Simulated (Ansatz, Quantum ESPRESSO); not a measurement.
# Evanescent states of BeS, zinc blende type, lattice constant set to 4.796 Å, part 4 of 4

Aim: how fast states decay in the gap of BeS, zinc blende type, lattice constant set to 4.796 Å.

Quantum ESPRESSO 7.5; plane-wave DFT, LDA, GBRV ultrasoft pseudopotentials; cross-check by Ansatz 0.2.0 with PAW datasets.

So far. Step 2 (SCF with pw.x): The run needed 8 iterations to bring the estimated error under 1e-09 Ry.

The structure was built from a prototype and need not be the compound's stable phase.

### 6. Cross-check with Ansatz

As a check, the same structure is run in Ansatz.

Level of this step: plane-wave DFT, LDA, Ansatz PAW (Ansatz 0.2.0).

input.yaml

```yaml
crystal:
  lattice:
    - [3.3912841226, 0.0, 0.0]
    - [0.0, 3.3912841226, 0.0]
    - [0.0, 0.0, 4.796]
  atoms:
    - { symbol: Be, position: [0.0, 0.0, 0.0] }
    - { symbol: S, position: [0.5, 0.0, 0.25] }
    - { symbol: Be, position: [0.5, 0.5, 0.5] }
    - { symbol: S, position: [0.0, 0.5, 0.75] }
kpoints:
  mp_grid: { grid: [8, 8, 6] }
hamiltonian:
  xc: lda
scf:
  occupations: { method: fixed }
  convergence: { dr2_threshold: 1.0e-09 }
output:
  transmission:
    leads: [[0, 0]]
    kpoints: [[0, 0], [0.5, 0], [0.5, 0.5], [0.25, 0]]
    e_range: [-1.92, 7.44]
    de: 0.24
```

Command:

```console
ansatz run input.yaml --threads 2 --pin off --max-ram 4096MiB --backend cpu --events-out ev --progress --plain --runs-dir out
```

Numbers of over 12 decimals in the logs are rounded to 6 here.

Log:

```text
Engine: ansatz 0.2.0, x86_64-unknown-linux-gnu
Pseudopotentials: kind: paw
Pseudopotential: Be, paw, valence charge 2, recommended cutoff 420 eV (normal), Be.paw.azcp
Pseudopotential: S, paw, valence charge 6, recommended cutoff 420 eV (normal), S.paw.azcp
Functional definition: SPW92
  exchange = slater_x
  correlation = pw_c
Crystal: 4 atoms, lattice volume = 55.158 Å³
Basis set: ecut = 420 eV, 1061 PW (Γ)
Bands: 12, of which v1, the nominal top of the filled ones, is band 8 counted from 1 (7 counted from 0)
Symmetry: 16 space group operations
Space group: F-43m (ITA 216), of the structure as read, at distance tolerance 3.8e-5 Å
k-points: 60 of 384 (time reversal used)
Non-local potential: Be, projectors of the file, l = 0: 2, l = 1: 2, l = 2: 1
Non-local potential: S, projectors of the file, l = 0: 2, l = 1: 2, l = 2: 2
PAW form: soft (Blöchl's): semilocal exchange-correlation on the pseudo side does not see the compensation charge
PAW frozen core: Be, regenerated for the run's functional, and the local potential with it (the file was generated under x = pbe(κ = 0.804, μ = 0.219515), c = pbe(β = 0.066725))
PAW frozen core: S, regenerated for the run's functional, and the local potential with it (the file was generated under x = pbe(κ = 0.804, μ = 0.219515), c = pbe(β = 0.066725))
PAW one-centre angular grid: Be, 110 points (default); XC on 64 Gauss nodes
PAW one-centre angular grid: S, 110 points (default); XC on 64 Gauss nodes
Initial density: superposition of atomic densities (neutral atoms: chi_scale 0, normalization atom), corrected by the library's trained network
Initial wavefunctions: pseudopotential atomic-orbital guess
Functional: x = slater, c = lda
SCF iter   1: F=—  HF=-1920.040059 eV  |F-HF|=—  |Δ(HF+E_count)|=         —  Δρ=4.67e-3  dr2=7.53e-3  ethr=1.77e-3  ⟨swp⟩=4.6  Hψ=4265  notcnv=0  defer=57
preconditioner: auto → none  [insulator: Δε(μ)=2.798 eV  Ē_g=11.228 eV  n_scr=6 (ndim 8)  ℏωp=20.0 eV  f_vac=0.000  ε∞_Penn≈4.2]
SCF iter   2: F=—  HF=-1920.038451 eV  |F-HF|=—  |Δ(HF+E_count)|=   1.61e-3  Δρ=2.20e-3  dr2=1.46e-3  ethr=4.70e-5  ⟨swp⟩=1.4  Hψ=1259  notcnv=0  defer=87
SCF iter   3: F=—  HF=-1920.038125 eV  |F-HF|=—  |Δ(HF+E_count)|=   3.26e-4  Δρ=2.56e-4  dr2=3.77e-5  ethr=9.11e-6  ⟨swp⟩=2.5  Hψ=1045  notcnv=0  defer=120
SCF iter   4: F=—  HF=-1920.038114 eV  |F-HF|=—  |Δ(HF+E_count)|=   1.16e-5  Δρ=5.52e-5  dr2=2.20e-6  ethr=2.36e-7  ⟨swp⟩=2.0  Hψ=1181  notcnv=0  defer=7
SCF iter   5: F=—  HF=-1920.038114 eV  |F-HF|=—  |Δ(HF+E_count)|=   3.90e-7  Δρ=1.58e-5  dr2=1.42e-7  ethr=1.38e-8  ⟨swp⟩=2.0  Hψ=1169  notcnv=0
SCF iter   6: F=—  HF=-1920.038115 eV  |F-HF|=—  |Δ(HF+E_count)|=   5.48e-7  Δρ=3.66e-6  dr2=9.19e-9  ethr=8.85e-10  ⟨swp⟩=2.1  Hψ=1139  notcnv=0
SCF iter   7: F=-1920.038115 eV  HF=-1920.038115 eV  |F-HF|=5.48e-10  |Δ(HF+E_count)|=   3.07e-9  Δρ=1.11e-6  dr2=7.89e-10  ethr=6.25e-12  ⟨swp⟩=3.7  Hψ=2472  notcnv=0
SCF 1 converged in 7 iterations: F = -1920.038115 eV  dr2 = 7.89e-10
  greatest PAW one-centre occupation: 0.839 electrons in one spin orbital (limit 2), on the S atom at site 3 (counted from 0), in its partial waves of l = 0
transmission: 8 of 32 steps passed
transmission: 16 of 32 steps passed
transmission: 24 of 32 steps passed
transmission: 32 of 32 steps passed
SCF converged after 7 iterations
Free energy (F): -1920.038115 eV
Harris-Foulkes:  -1920.038115 eV  (|F-HF|=5.48e-10)
Internal energy: -1920.038115 eV  (E = F + TS)
E sigma→0 (E₀):  -1920.038115 eV
Fermi energy:    5.557183 eV
--- Per-component energies (eV) ---
  E_band       = 4.333430
  E_kinetic    = 259.410897
  E_local      = -226.412674  (includes V_loc(G=0)·N_el)
  E_nonlocal   = 68.178433
  E_hartree    = 68.438616
  E_xc         = -233.487187
  E_vxc        = -219.440000  (∫ρ·V_xc dr)
  E_paw        = -1248.118287  (= ΣΔE_a)
  E_vpaw       = -14.280636  (= ΣTr[D̂ρ^β])
  E_aug_tail   = 0.000002  (compensation charges beyond the density's cutoff)
  E_ewald      = -608.414884
  E_core_change = 0.366969  (= ΣΔE_core)
  E_smearing   = -0.000000  (= −TS)
  E_closure    = 0.000000  (closes the sum)
  Σ components = -1920.038115   (vs F -1920.038115, Δ=0.00e0)
--- Band table (eV; the first three rows and the last of 60) ---
  k-point 0: bands = [... 4 lower, 2.7661, 5.5572, 5.5572, 5.5572, 8.3812, 10.3075, 11.0577, 11.0577]
  k-point 1: bands = [... 4 lower, 2.8919, 5.0700, 5.2448, 5.2448, 8.6011, 10.4655, 10.7889, 11.5331]
  k-point 2: bands = [... 4 lower, 3.2605, 3.9808, 4.5594, 4.5594, 9.1611, 10.3524, 11.0080, 12.7014]
  k-point 59: bands = [... 4 lower, 1.4464, 1.4464, 1.9838, 1.9838, 11.8808, 11.8808, 13.4194, 13.4194]
--- Transmission ---
  basis      : 101 plane waves across, 8 finite elements along
  points     : 4, as listed
  energies   : 40 from -1.920000 to 7.440000 eV about the Fermi level, 0.240000 eV apart; the leads are filled to 1.412028 eV, and channels, transmission and decay are at 1.440000 eV
  crystal 0  : S2Be2, at the sites [0, 0], period 4.7960 Å: whole cells are its period
    offset         : up to 0.0000 Å between an atom of the period and one for which it stands
    channels       : 0.000000e0 a spin
    conductance    : none, the energies end too early or step too widely for 300 K: set another output.transmission.e_range or a lower de, or, where they end at an eighth of basis.ecutwfc, a higher one
    slowest decay  : 0.2910 /Å at (0.5000, 0.5000)
```

Run time: 7.2 s. Hardware: 2 threads of Intel Xeon 6975P-C (Granite Rapids), shared host; peak memory 0.39 GiB; 9.3 s of CPU time.

This step gave:

* free energy: -1920.0381 eV
* gap by band count: 2.824 eV
* symmetry operations: 16
* slowest decay at the grid energy nearest mid-gap: 0.291 Å⁻¹
* peak of the smallest κ at the zone centre: 0.3371 Å⁻¹
* peak of the smallest κ at (1/2, 0): 0.3917 Å⁻¹
* peak of the smallest κ at (1/4, 0): 0.3868 Å⁻¹
* valence top, on the run's zero: 5.557 eV

K across = (0, 0) in the cell's reciprocal vectors; values within 0.0025 1/Å of each other count once, columns are sorted by size at each energy, a dash where no further value was kept. Table of Im kz of the slowest decaying states by energy, zero at the highest filled level of the SCF mesh:

```tsv
energy (eV)	decay 1 (Å⁻¹)	decay 2 (Å⁻¹)	decay 3 (Å⁻¹)
-1.92	0.904	-	-
-1.68	0.880	-	-
-1.44	0.857	-	-
-1.20	0.832	-	-
-0.96	0.807	-	-
-0.72	0.782	-	-
-0.48	0.756	-	-
-0.24	0.730	-	-
0.00	0.00347	0.702	-
0.24	0.142	0.176	0.673
0.72	0.233	0.282	0.612
0.96	0.262	0.313	0.579
1.20	0.285	0.337	0.543
1.44	0.303	0.355	0.505
1.68	0.317	0.368	0.462
1.92	0.328	0.377	0.414
2.16	0.337	0.359	0.383
2.40	0.290	0.343	0.385
2.64	0.194	0.347	0.385
2.88	0.349	0.382	0.918
3.12	0.349	0.376	0.846
3.36	0.347	0.368	0.768
3.60	0.343	0.356	0.685
3.84	0.337	0.342	0.596
4.08	0.324	0.330	0.498
4.32	0.302	0.321	0.387
4.56	0.250	0.275	0.310
4.80	0.243	0.298	1.46
5.28	0.141	0.288	1.42
5.52	0.0404	0.320	1.41
5.76	0.0809	0.378	1.39
6.00	0.434	1.37	1.40
6.24	0.480	1.35	1.37
6.48	0.517	1.33	1.35
6.72	0.547	1.31	1.32
6.96	0.571	1.29	1.30
7.20	0.591	1.27	1.27
7.44	0.0681	0.607	1.24
```

K across = (0, 0) in the cell's reciprocal vectors. The Re kz of states that move upwards by energy, zero at the highest filled level of the SCF mesh:

```tsv
energy (eV)	channel 1 (Å⁻¹)	channel 2 (Å⁻¹)	channel 3 (Å⁻¹)	channel 4 (Å⁻¹)
-1.92	-0.498	0.586	0.586	-
-1.44	-0.568	-0.568	-0.412	-
-1.20	-0.496	-0.496	-0.368	-
-0.72	-0.354	-0.354	-0.272	-
-0.48	-0.278	-0.278	-0.217	-
0.00	-	-	-	-
0.24	-	-	-	-
0.72	-	-	-	-
0.96	-	-	-	-
1.44	-	-	-	-
1.92	-	-	-	-
2.16	-	-	-	-
2.64	-	-	-	-
2.88	0.109	-	-	-
3.36	0.352	-	-	-
3.60	0.435	-	-	-
4.08	0.597	-	-	-
4.56	-0.535	-	-	-
4.80	-0.435	0.124	-	-
5.28	-0.189	0.385	-	-
5.52	0.0431	0.0431	0.455	-
6.00	0.0539	0.224	0.224	0.565
6.24	0.135	0.277	0.277	0.611
6.72	-0.610	0.246	0.367	0.367
6.96	-0.563	0.298	0.407	0.407
7.44	0.482	0.482	-	-
```

K across = (1/2, 0) in the cell's reciprocal vectors; values within 0.0025 1/Å of each other count once, columns are sorted by size at each energy, a dash where no further value was kept. Im kz of the slowest decaying states against energy, zero at the highest filled level of the SCF mesh:

```tsv
energy (eV)	decay 1 (Å⁻¹)	decay 2 (Å⁻¹)	decay 3 (Å⁻¹)
-1.92	0.800	-	-
-1.68	0.704	-	-
-1.44	0.562	-	-
-1.20	0.172	1.49	-
-0.96	0.112	0.412	1.47
-0.72	0.184	0.572	1.44
-0.48	0.230	0.647	1.41
-0.24	0.265	0.691	1.38
0.00	0.293	0.719	1.36
0.24	0.315	0.738	1.33
0.72	0.349	0.756	1.27
0.96	0.362	0.759	1.24
1.20	0.372	0.758	1.21
1.44	0.380	0.755	1.18
1.68	0.386	0.749	1.14
1.92	0.390	0.742	1.11
2.16	0.392	0.732	1.08
2.40	0.392	0.720	1.04
2.64	0.390	0.707	1.01
2.88	0.386	0.692	0.968
3.12	0.379	0.675	0.930
3.36	0.371	0.657	0.890
3.60	0.360	0.637	0.849
3.84	0.346	0.615	0.805
4.08	0.330	0.591	0.758
4.32	0.309	0.565	0.709
4.56	0.283	0.536	0.654
4.80	0.251	0.504	0.593
5.28	0.142	0.430	0.433
5.52	0.303	0.384	-
5.76	0.331	-	-
6.00	0.149	0.264	-
6.24	0.149	0.167	-
6.48	0.210	-	-
6.72	0.311	-	-
6.96	0.359	-	-
7.20	0.388	-	-
7.44	0.406	-	-
```

K across = (1/2, 1/2) in the cell's reciprocal vectors; values within 0.0025 1/Å of each other count once, columns are sorted by size at each energy, a dash where no further value was kept. The Im kz of the slowest decaying states by energy, zero at the highest filled level of the SCF mesh:

```tsv
energy (eV)	decay 1 (Å⁻¹)	decay 2 (Å⁻¹)
-1.92	0.314	0.348
-1.44	0.351	0.405
-0.96	0.368	0.440
-0.48	0.372	0.461
-0.24	0.370	0.468
0.00	0.366	0.472
0.24	0.359	0.474
0.72	0.339	0.473
1.20	0.310	0.464
1.68	0.269	0.449
2.16	0.211	0.426
2.64	0.114	0.397
2.88	0.379	-
3.36	0.336	-
3.84	0.278	-
4.32	0.196	-
4.80	-	-
5.28	-	-
5.76	-	-
6.00	-	-
6.48	0.0516	-
6.96	0.0885	-
7.44	0.0940	-
```

K across = (1/4, 0) in the cell's reciprocal vectors; values within 0.0025 1/Å of each other count once, columns are sorted by size at each energy, a dash where no further value was kept. Table of Im kz of the slowest decaying states by energy, zero at the highest filled level of the SCF mesh:

```tsv
energy (eV)	decay 1 (Å⁻¹)	decay 2 (Å⁻¹)	decay 3 (Å⁻¹)
-1.92	0.104	1.22	-
-1.68	0.110	1.19	-
-1.44	0.0906	1.17	1.48
-1.20	1.14	1.45	-
-0.96	1.11	1.43	-
-0.72	1.08	1.41	-
-0.48	0.125	1.05	1.38
-0.24	0.026	0.196	1.02
0.00	0.235	0.242	0.995
0.24	0.276	0.321	0.964
0.72	0.325	0.428	0.901
0.96	0.343	0.465	0.868
1.20	0.357	0.495	0.835
1.44	0.368	0.520	0.800
1.68	0.376	0.541	0.764
1.92	0.382	0.559	0.726
2.16	0.386	0.573	0.687
2.40	0.387	0.586	0.646
2.64	0.386	0.596	0.601
2.88	0.383	0.553	0.604
3.12	0.378	0.500	0.610
3.36	0.370	0.440	0.615
3.60	0.360	0.369	0.618
3.84	0.277	0.347	0.620
4.08	0.126	0.331	0.620
4.32	0.312	0.617	0.729
4.56	0.288	0.610	0.684
4.80	0.258	0.590	0.648
5.28	0.158	0.481	0.620
5.52	0.403	0.613	0.973
5.76	0.108	0.304	0.606
6.00	0.0923	0.127	0.146
6.24	0.0940	0.132	0.589
6.48	0.101	0.580	0.652
6.72	0.216	0.553	0.569
6.96	0.274	0.331	0.439
7.20	0.217	0.293	0.521
7.44	0.192	0.532	0.708
```

### 7. Worked from the printed numbers

T falls as exp(−2κd). With κ = 0.293 1/Å, 10 Å of barrier pass exp(−2 × 0.293 × 10) = 0.0028 of that channel, interfaces aside.

### 8. Summary of results

```json
{
  "gap on the SCF mesh": "2.82 eV",
  "smallest κ at mid-gap among the four k points, at (1/2, 1/2)": "0.293 Å⁻¹",
  "peak of the smallest κ in the stop band at the zone centre": "0.337 Å⁻¹",
  "peak of the smallest κ in the stop band at (1/2, 0)": "0.392 Å⁻¹",
  "peak of the smallest κ in the stop band at (1/4, 0)": "0.387 Å⁻¹",
  "energy of the peak at the zone centre, over the highest filled level": "2.16 eV",
  "peak at the zone centre by Ansatz": "0.337 Å⁻¹"
}
```

In words: With a gap of 2.82 eV on the mesh, the smallest κ at mid-gap among the four k points, at (1/2, 1/2) is 0.293 Å⁻¹ (LDA, GBRV ultrasoft). For a barrier with the Fermi level at mid-gap the slowest state found, at (1/2, 1/2), loses a factor of ten in probability every 3.9 Å or so. Stop bands away from the zone centre are mostly wider than the gap, so their peaks can lie above the conduction bottom. The X valleys along [100] and [010] project onto (1/2, 1/2) in this cell. At the zone centre pwcond's peak is 0.337 and Ansatz's 0.337 1/Å, 0 % apart. The cell is the a/√2 one, turned by 45°, with two primitive cells, so X along [001] folds onto kz = 0. A semilocal gap is too small, often by a third to a half and by more in narrow-gap crystals, so real barriers decay faster.

[Logs are printed without paths, hosts, clocks, repeated set-up lines and the standing remarks that a program may print on its own settings, such as how far it seeks lower states.]

[Hosts, paths, dates, database ids (printed as entryN), source tags and the programs' standing remarks are cut or masked in the printed files.]

[Maps of the electrostatic potential energy from Ansatz leave out the sawtooth potential of an applied field or a dipole correction, so their vacuum need not be flat; planar profiles and work functions include it.]
